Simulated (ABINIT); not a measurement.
Crystal: Pd.

```
Pd
1.0
     0.00000    1.94650    1.94650
     1.94650    0.00000    1.94650
     1.94650    1.94650    0.00000
Pd
1
Direct
  0.00000 0.00000 0.00000
```

Base run:

- Program: ABINIT 10.8.3 (patched build)
- Functional: PBE
- Potentials or basis: PseudoDojo NC SR PBE v0.5 stringent
- Cutoff: 1007 eV
- k mesh: 9 × 9 × 9
- Occupations: fermi-dirac, width 0.05 eV
- Spin: no spin polarisation

Its results: pressure 5.7 GPa.

**Question.** The run is repeated on the same cell with these changes: k mesh from 9 × 9 × 9 to 12 × 12 × 12, with 4 shifts; occupations from fermi-dirac, width 0.05 eV to fermi-dirac, width 0.2 eV. What comes out?

**Answer.** Pressure 7.2 GPa.

Not every run made on this cell is shown here.
